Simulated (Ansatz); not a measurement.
System: La (fcc type), 1 atom in the cell.

Theory: Ansatz 0.2.0 development build, PBE with spin–orbit coupling, plane waves, PAW datasets (generated soft set 1).

Cutoff 600 eV; k-mesh 4×4×4 Γ-centred; Fermi–Dirac smearing of 0.15 eV.

```xyz
1
Lattice="0.0000 2.6448 2.6448 2.6448 0.0000 2.6448 2.6448 2.6448 0.0000" Properties=species:S:1:pos:R:3 pbc="T T T"
La    0.0000    0.0000    0.0000
```

Is the cell under compression or tension, and by how much?

The pressure is 0.80 GPa, so at these settings the cell is compressed and would expand.

The stress includes the program's correction for the finite plane-wave basis.

The k-mesh is coarse, so these values belong to this mesh and can lie far from the converged ones. This cubic structure is a model: it isn't the usual form of the substance at ambient conditions, and such phases are metastable or hypothetical.
